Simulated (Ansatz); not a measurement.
Computed with Ansatz 0.2.0, DFT PBE, scalar-relativistic, plane waves, PAW. Settings: cutoff 420 eV, Γ-centred meshes spaced at most about 0.3 Å⁻¹, and about 0.25 Å⁻¹ or finer for metals (2π included), Gaussian smearing. No spin polarisation.

These are static total energies at zero pressure.

Compare these two cells of Mg3Sn3N, each relaxed at this level.

A.

Space group Cm (No. 8). a = 5.655 Å, b = 3.266 Å, c = 16.333 Å, α = 90.00°, β = 96.90°, γ = 90.00°
| atom | site | symmetry | x | y | z |
| --- | --- | --- | --- | --- | --- |
| Mg | 2a | m | 0.9053 | 0.5000 | 0.0611 |
| Mg | 2a | m | 0.6946 | 0.0000 | 0.9338 |
| Mg | 2a | m | 0.3064 | 0.0000 | 0.7628 |
| Sn | 2a | m | 0.3567 | 0.5000 | 0.4138 |
| Sn | 2a | m | 0.4203 | 0.5000 | 0.6035 |
| Sn | 2a | m | 0.2933 | 0.5000 | 0.2276 |
| N | 2a | m | 0.0498 | 0.0000 | 0.9975 |

B.

Space group P4/mmm (No. 123). a = 3.219 Å, b = 3.219 Å, c = 14.570 Å, α = 90.00°, β = 90.00°, γ = 90.00°
| atom | site | symmetry | x | y | z |
| --- | --- | --- | --- | --- | --- |
| Mg | 2g | 4mm | 0.0000 | 0.0000 | 0.1424 |
| Mg | 1c | 4/mmm | 0.5000 | 0.5000 | 0.0000 |
| Sn | 2h | 4mm | 0.5000 | 0.5000 | 0.7154 |
| Sn | 1d | 4/mmm | 0.5000 | 0.5000 | 0.5000 |
| N | 1a | 4/mmm | 0.0000 | 0.0000 | 0.0000 |

**Question.** Which would you expect to be lower, and how large is the difference?

**Answer.** A is lower, by 52 meV/atom. A has space group Cm (No. 8), 21.4 Å³/atom and no gap on its mesh; B has space group P4/mmm (No. 123), 21.6 Å³/atom and no gap. Counting Mg or Sn atoms around N (for each partner element, those within 1.25 times its shortest distance or 1.15 times the sum of covalent radii, where it is the nearest in units of that sum or under 1.3), A and B both have N 6. Origin: A and B, each invented, then shaken at random and relaxed again. The lowest form computed isn't among them: it has space group P3m1 (No. 156), 20.9 Å³/atom and lies 11 meV/atom below the best shown.

Cells relaxed within their symmetry can be saddle points. Some candidate types were left out of the draw beforehand, so a known form may be missing.
